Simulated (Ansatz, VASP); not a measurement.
**CuI (Marshite): VASP beside Ansatz**

Aim: how closely do two programs agree when they are given the same cell, functional and k mesh? The cell is taken from a series of VASP runs on this material, whose earlier steps may have relaxed, scaled or displaced it; both programs get it as it stands.

Calculated with Ansatz 0.2.0; plane waves, with VASP 6.6.1 beside it; relaxation of cell and atoms at PBEsol, DFT+U.

## 1. Starting point

Symmetry: F-43m, No. 216, cubic system. The conventional cell has a = 5.963 Å, b = 5.963 Å, c = 5.963 Å, α = 90.00°, β = 90.00°, γ = 90.00°. Nearest to I lie 4 Cu at 2.58 Å. Nearest to Cu lie 4 I at 2.58 Å. Farther neighbours and most contacts between anions are not listed.

## 2. Ansatz: relaxation of cell and atoms, PBEsol, DFT+U

Ansatz runs on its default PAW (the set named soft_2) files.

The relaxed volume is the usual yardstick between codes: its relative difference is about their pressure difference at one cell divided by the bulk modulus.

File input.yaml:

```yaml
crystal:
  lattice:
    - [0.0, 2.9817152707, 2.9817152707]
    - [2.9817152707, 0.0, 2.9817152707]
    - [2.9817152707, 2.9817152707, 0.0]
  atoms:
    - { symbol: I, position: [0.0, 0.0, 0.0] }
    - { symbol: Cu, position: [0.75, 0.75, 0.75] }
hamiltonian:
  xc: pbesol
  pseudopotentials: { kind: paw }
  hubbard: { sites: [{ species: Cu, l: d, u_eff: 7.0 }] }
kpoints:
  mp_grid: { grid: [6, 6, 6] }
scf:
  occupations: { method: gaussian, width: 0.03 }
relax:
  f_tol: 0.01
  max_steps: 60
  cell: { stress_tol: 0.05 }
output:
  forces: true
  stress: true
  write_density: true
  write_potential: true
  elf: true
  volumetric_format: npy
```

Run with:

```bash
$ ansatz run input.yaml --threads 4 --pin off --max-ram 9216MiB --backend cpu --events-out ev --progress --plain --runs-dir out
```

Numbers of over 12 decimals in the logs are rounded to 6 here.

What it wrote:

```text
I: projections on atomic orbitals take those of the free atom [Kr] 4d10 5s2 5p5, of charge +0.00 (hamiltonian.pseudopotentials.projection_atoms); the dataset's partial waves leave at most 9.4e-6 of an orbital's norm unspanned inside its sphere
Cu: projections on atomic orbitals take those of the free atom [Ne] 3s2 3p6 3d10 4s1, of charge +0.00 (hamiltonian.pseudopotentials.projection_atoms); the dataset's partial waves leave at most 2.0e-6 of an orbital's norm unspanned inside its sphere
Engine: ansatz 0.2.0, aarch64-unknown-linux-gnu
Pseudopotentials: kind: paw
Pseudopotential: I, paw, valence charge 17, recommended cutoff 420 eV (normal), I.paw.azcp
Pseudopotential: Cu, paw, valence charge 19, recommended cutoff 420 eV (normal), Cu.paw.azcp
Functional definition: PBEsol
  exchange = pbesol_x
  correlation = pbesol_c
Crystal: 2 atoms, lattice volume = 53.019 Å³
Basis set: ecut = 420 eV, 1037 PW (Γ), exchange–correlation on 60×60×60 points (8 copies of the dense FFT grid, shifted against one another)
Bands: 22, of which v1, the nominal top of the filled ones, is band 18 counted from 1 (17 counted from 0)
Symmetry: 24 space group operations
Space group: F-43m (ITA 216), of the structure as read, at distance tolerance 3.8e-5 Å
k-points: 16 of 216 (time reversal used)
Non-local potential: I, projectors of the file, l = 0: 2, l = 1: 2, l = 2: 2, l = 3: 2
Non-local potential: Cu, projectors of the file, l = 0: 3, l = 1: 2, l = 2: 3, l = 3: 1
PAW form: soft (Blöchl's): semilocal exchange-correlation on the pseudo side does not see the compensation charge
PAW frozen core: I, regenerated for the run's functional, and the local potential with it (the file was generated under x = pbe(κ = 0.804, μ = 0.219515), c = pbe(β = 0.066725))
PAW frozen core: Cu, regenerated for the run's functional, and the local potential with it (the file was generated under x = pbe(κ = 0.804, μ = 0.219515), c = pbe(β = 0.066725))
PAW one-centre angular grid: I, 590 points (default); XC on 64 Gauss nodes
PAW one-centre angular grid: Cu, 590 points (default); XC on 64 Gauss nodes
Initial density: superposition of atomic densities (chi_scale 0.1, normalization cell, long waves kept (reshape's long-wave potential 0.00 eV rms))
Initial wavefunctions: pseudopotential atomic-orbital guess
Functional: x = pbesol(κ = 0.804, μ = 0.123457), c = pbesol(β = 0.046)
SCF iter   1: F=—  HF=-14022.059918 eV  |F-HF|=—  |Δ(HF+E_count)|=         —  Δρ=7.26e-2  dr2=3.17e0  ethr=3.10e-3  ⟨swp⟩=5.8  Hψ=1646  notcnv=0
preconditioner: auto → none  [insulator: Δε(μ)=1.906 eV  Ē_g=12.099 eV  σ=0.030 eV  W_gap=1.00  n_scr=14 (ndim 8)  ℏωp=21.6 eV  f_vac=0.131  D(μ)=0.00/eV (n_scr^D=0)  ε∞_Penn≈4.2]
SCF iter   2: F=—  HF=-14021.650876 eV  |F-HF|=—  |Δ(HF+E_count)|=   4.09e-1  Δρ=8.53e-2  dr2=2.29e0  ethr=3.10e-3  ⟨swp⟩=3.8  Hψ=947  notcnv=0
SCF iter   3: F=—  HF=-14021.043662 eV  |F-HF|=—  |Δ(HF+E_count)|=   6.07e-1  Δρ=1.23e-2  dr2=8.31e-2  ethr=3.10e-3  ⟨swp⟩=3.0  Hψ=855  notcnv=0
SCF iter   4: F=—  HF=-14021.031387 eV  |F-HF|=—  |Δ(HF+E_count)|=   1.23e-2  Δρ=4.36e-3  dr2=4.68e-3  ethr=2.31e-4  ⟨swp⟩=3.0  Hψ=675  notcnv=0
SCF iter   5: F=—  HF=-14021.040501 eV  |F-HF|=—  |Δ(HF+E_count)|=   9.11e-3  Δρ=2.56e-3  dr2=2.00e-3  ethr=1.30e-5  ⟨swp⟩=2.2  Hψ=646  notcnv=0
SCF iter   6: F=—  HF=-14021.040596 eV  |F-HF|=—  |Δ(HF+E_count)|=   9.48e-5  Δρ=1.55e-4  dr2=6.59e-6  ethr=5.57e-6  ⟨swp⟩=2.0  Hψ=540  notcnv=0
SCF iter   7: F=—  HF=-14021.040591 eV  |F-HF|=—  |Δ(HF+E_count)|=   4.88e-6  Δρ=1.27e-5  dr2=3.74e-8  ethr=2.78e-10  ⟨swp⟩=7.4  Hψ=2571  notcnv=0
SCF iter   8: F=-14021.040591 eV  HF=-14021.040591 eV  |F-HF|=1.32e-9  |Δ(HF+E_count)|=   6.27e-9  Δρ=3.29e-6  dr2=3.58e-9  ethr=1.04e-10  ⟨swp⟩=6.4  Hψ=2191  notcnv=0
SCF 1 converged in 8 iterations: F = -14021.040591 eV  dr2 = 3.58e-9
  greatest PAW one-centre occupation: 1.000 electrons in one spin orbital (limit 2), on the Cu atom at site 1 (counted from 0), in its partial waves of l = 0
relax step   1: F+E_penalty+E_count = -14021.04059068 eV  Δ(F+E_penalty+E_count) = +0.000e0 eV  max|allowed force component| = 6.245e-17 eV/Å  Δτ_max = 0.0000 Å  P = +0.735 GPa  Ω = 53.019 Å³  (8 SCF iters, dr2 threshold 1.00e-7 eV, accepted)
[...]
relax step   2: F+E_penalty+E_count = -14021.04224850 eV  Δ(F+E_penalty+E_count) = -1.658e-3 eV  max|allowed force component| = 1.272e-17 eV/Å  Δτ_max = 0.0000 Å  P = +0.053 GPa  Ω = 53.802 Å³  energy of the carried Pulay correction = -2.439e-4 eV  (6 SCF iters, dr2 threshold 2.00e-7 eV, accepted)
[...]
relax step   3: F+E_penalty+E_count = -14021.04224012 eV  Δ(F+E_penalty+E_count) = +8.384e-6 eV  max|allowed force component| = 1.619e-17 eV/Å  Δτ_max = 0.0000 Å  P = +0.002 GPa  Ω = 53.864 Å³  energy of the carried Pulay correction = -2.631e-4 eV  (4 SCF iters, dr2 threshold 7.12e-9 eV, accepted)
[...]
relax step   4: F+E_penalty+E_count = -14021.04252162 eV  Δ(F+E_penalty+E_count) = -2.815e-4 eV  max|allowed force component| = 1.908e-17 eV/Å  Δτ_max = 0.0000 Å  P = -0.002 GPa  Ω = 53.864 Å³  stress off target by 1.93e-3 GPa  SCF on the basis re-selected at this cell (its energy is not comparable with the rows above)  (6 SCF iters)
basis re-selected at this cell: Δ(F+E_penalty+E_count) = -2.815e-4 eV, ΔP = -0.004 GPa vs the last step (what re-selecting the basis moved, of the pressure what is left beyond the Pulay correction that the steps carried, after the strain that the cell walked since its last selection, with what the two solves' SCF thresholds leave and, on support functions, any second-order correction that the steps lacked; it is no m [...]
SCF converged after 6 iterations
Free energy (F): -14021.042522 eV
Harris-Foulkes:  -14021.042522 eV  (|F-HF|=5.46e-12)
Internal energy: -14021.042522 eV  (E = F + TS)
E sigma→0 (E₀):  -14021.042522 eV
Fermi energy:    8.594791 eV
--- Per-component energies (eV) ---
  E_band       = -883.227417
  E_kinetic    = 491.290955
  E_local      = -7555.801265  (includes V_loc(G=0)·N_el)
  E_nonlocal   = 321.098101
  E_hartree    = 3515.780082
  E_xc         = -213.818162
  E_vxc        = -240.760670  (∫ρ·V_xc dr)
  E_hubbard    = 0.183431  (on-site DFT+U / exact-exchange correction)
  E_vhub       = -34.448720  (the Hubbard potential's part of the band-sum identity)
  E_paw        = -6379.120979  (= ΣΔE_a)
  E_vpaw       = -896.166384  (= ΣTr[D̂ρ^β])
  E_aug_tail   = 0.000355  (compensation charges beyond the density's cutoff)
  E_ewald      = -4201.273384
  E_core_change = 0.618344  (= ΣΔE_core)
  E_smearing   = -0.000000  (= −TS)
  E_closure    = -0.000000  (closes the sum)
  Σ components = -14021.042522   (vs F -14021.042522, Δ=0.00e0)
--- Forces (eV/Å), atoms counted from 1 ---
  atom   1  I     -0.00000000     0.00000000     0.00000000
  atom   2  Cu     0.00000000    -0.00000000    -0.00000000
  max |Σ_I F_I| component: 5.78e-18 eV/Å
--- Stress (GPa, compression-positive) ---
       -0.001928      -0.000000      -0.000000
       -0.000000      -0.001928       0.000000
       -0.000000       0.000000      -0.001928
  P = ⅓ Tr σ = -0.0019 GPa (-0.019 kbar)
--- Band table (eV; the first three rows and the last of 16) ---
  k-point 0: bands = [... 14 lower, 3.4552, 7.5375, 7.5375, 7.5375, 9.6517, 13.3509, 13.3509, 13.3509]
  k-point 1: bands = [... 14 lower, 3.4469, 6.1739, 7.2948, 7.2948, 10.5969, 13.3365, 13.7125, 13.7125]
  k-point 2: bands = [... 14 lower, 3.4620, 4.4712, 6.8585, 6.8585, 10.7352, 13.9676, 13.9676, 14.9407]
  k-point 15: bands = [... 14 lower, 3.7769, 3.8788, 4.9554, 5.2770, 12.2485, 12.4560, 15.6268, 15.6805]
Occupation matrices written to <dir>
--- Relaxed structure (3 steps of the walk, 3 accepted, 1 SCFs on fresh bases) ---
  F+E_penalty+E_count = -14021.04252162 eV   max|allowed force component| = 1.908e-17 eV/Å   (the final SCF, on the basis selected at the relaxed cell)
  cell:  # Å, volume = 53.8642 Å³
    - [0, 2.997484, 2.997484]
    - [2.997484, 0, 2.997484]
    - [2.997484, 2.997484, 0]
  atoms:
    - { symbol: I, position: [0, 0, 0] }
    - { symbol: Cu, position: [0.750000, 0.750000, 0.750000] }
```

It took 2.6 s on 4 threads of Arm Neoverse V2, shared host; peak memory 0.38 GiB; 8.4 s of CPU time.

## 3. VASP: relaxation of cell and atoms, PBEsol, DFT+U

The same cell, functional, mesh and smearing now go to VASP, with its own data sets and cutoff.

Lines of VASP's logs that name or quote its potential files are left out, and so is its time.

File INCAR:

```
SYSTEM = CuI
PREC = Accurate
ENCUT = 450
EDIFF = 1E-06
NELM = 100
ISMEAR = 0
SIGMA = 0.03
LREAL = .FALSE.
ALGO = Normal
GGA = PS
NBANDS = 15
LDAU = .TRUE.
LDAUTYPE = 2
LDAUL = -1 2
LDAUU = 0 7
LDAUJ = 0 0
LDAUPRINT = 1
LASPH = .TRUE.
LMAXMIX = 4
LORBIT = 11
LWAVE = .FALSE.
LCHARG = .FALSE.
KPAR = 2
IBRION = 2
NSW = 50
ISIF = 3
EDIFFG = -0.01
```

File POSCAR:

```
CuI
1.0
    0.0000000000      2.9817152707      2.9817152707
    2.9817152707      0.0000000000      2.9817152707
    2.9817152707      2.9817152707      0.0000000000
I Cu
1 1
Direct
    0.0000000000      0.0000000000      0.0000000000
    0.7500000000      0.7500000000      0.7500000000
```

File KPOINTS:

```
Automatic mesh
0
Gamma
6 6 6
0 0 0
```

Potentials, in the order of the species: I and Cu (PBE family, release 64).

Run with:

```bash
$ mpirun -np 2 vasp_std
```

What it wrote:

```text
[banner, memory and clock lines left out]
running    2 mpi-ranks, on    1 nodes
 distrk:  each k-point on    1 cores,    2 groups
 distr:  one band on    1 cores,    1 groups

 POSCAR found type information on POSCAR I Cu
 POSCAR found :  2 types and       2 ions
|                                                                             |
|               ----> ADVICE to this user running VASP <----                  |
|                                                                             |
|     You enforced a specific xc type in the INCAR file but a different       |
|     [... a line on the potential file left out ...]
|     I HOPE YOU KNOW WHAT YOU ARE DOING!                                     |
|                                                                             |

 LDA part: xc-table for (Slater+PW92), standard interpolation
 POSCAR, INCAR and KPOINTS ok, starting setup
 FFT: planning ... GRIDC
 FFT: planning ... GRID_SOFT
 FFT: planning ... GRID
 WAVECAR not read
 entering main loop
       N       E                     dE             d eps       ncg     rms          rms(c)
DAV:   1     0.947473442018E+02    0.94747E+02   -0.69915E+03   480   0.114E+03
DAV:   2     0.179485527078E+01   -0.92952E+02   -0.84954E+02   508   0.233E+02
DAV:   3    -0.439885595543E+01   -0.61937E+01   -0.61394E+01   648   0.676E+01
DAV:   4    -0.453896796896E+01   -0.14011E+00   -0.14007E+00   558   0.102E+01
DAV:   5    -0.454514981699E+01   -0.61818E-02   -0.61817E-02   740   0.228E+00    0.407E+00
DAV:   6    -0.451736837206E+01    0.27781E-01   -0.13571E-01   613   0.131E+01    0.234E+00
DAV:   7    -0.450967367762E+01    0.76947E-02   -0.55662E-02   599   0.828E+00    0.121E+00
DAV:   8    -0.450701266867E+01    0.26610E-02   -0.16538E-02   721   0.363E+00    0.140E-01
DAV:   9    -0.450716438311E+01   -0.15171E-03   -0.12679E-03   620   0.251E-01    0.760E-02
DAV:  10    -0.450728469991E+01   -0.12032E-03   -0.12820E-04   543   0.939E-02    0.946E-03
DAV:  11    -0.450729490167E+01   -0.10202E-04   -0.92686E-06   663   0.222E-02    0.111E-02
DAV:  12    -0.450729580743E+01   -0.90576E-06   -0.43784E-06   536   0.189E-02
   1 F= -.45072958E+01 E0= -.45072958E+01  d E =-.450730E+01
 curvature:   0.00 expect dE= 0.000E+00 dE for cont linesearch  0.000E+00
 trial: gam= 0.00000 g(F)=  0.717E-45 g(S)=  0.245E-06 ort = 0.000E+00 (trialstep = 0.100E+01)
 search vector abs. value=  0.245E-06
 reached required accuracy - stopping structural energy minimisation
```

[end of part 1 of 2]

[Lines on the potential files, build, host, timing and source positions are cut from VASP's logs without a mark.]

[Logs are printed without paths, hosts, clocks, repeated set-up lines and the standing remarks that a program may print on its own settings, such as how far it seeks lower states.]

[Hosts, paths, dates, database ids (printed as entryN), source tags and the programs' standing remarks are cut or masked in the printed files.]
